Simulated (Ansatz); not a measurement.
Clean, relaxed (001) surface of Zr, space group P6_3/mmc (No. 194) (top face towards +c; held atoms: 1, 2, 3, 4, 5, 6, 7, 8):

```
Zr
1.0
     6.37101    0.00000    0.00000
    -3.18550    5.51746    0.00000
     0.00000    0.00000   23.66513
Zr
16
Direct
  0.33333 0.16667 0.33805
  0.33333 0.66667 0.33805
  0.83333 0.16667 0.33805
  0.83333 0.66667 0.33805
  0.16667 0.33333 0.44602
  0.16667 0.83333 0.44602
  0.66667 0.33333 0.44602
  0.66667 0.83333 0.44602
  0.33333 0.16667 0.55733
  0.33333 0.66667 0.55733
  0.83333 0.16667 0.55733
  0.83333 0.66667 0.55733
  0.16667 0.33333 0.66048
  0.16667 0.83333 0.66048
  0.66667 0.33333 0.66048
  0.66667 0.83333 0.66048
```

Level of theory: DFT PBE+D3(BJ), scalar-relativistic, plane waves, PAW in Ansatz 0.2.0. Cutoff 420 eV; k points 4×4×1 on the computed 24-atom cell (Γ-centred); Gaussian smearing, width 0.10 eV; no spin polarisation. The cell repeats along c with a dipole correction in the vacuum.

C2H6 is put on the top face, one molecule per 35.2 Å², and relaxed from 2 starts; the cell is lengthened along c to keep the vacuum. E_ads is per molecule, from the clean relaxed slab and the free relaxed molecule; negative means bound; no zero-point or thermal terms, forces under 0.04 eV/Å, and the free molecule is spin-polarised where open-shell. Heights count from the highest slab atom. Δp counts per cell along +c.

```tsv
start	E_ads (eV)	molecule	lowest atom's height (Å)	shortest contact	Δφ top (eV)	Δp (e·Å)
upright, lowest atom H over a hollow Zr-Zr-Zr site	-0.36	whole	2.21	H–Zr 2.40 Å	-1.09	+0.211
random tilt, lowest atom H over a hollow Zr-Zr-Zr site	-0.36	whole	2.21	H–Zr 2.41 Å	-1.08	+0.209
```

Each end is the local minimum that its start leads to.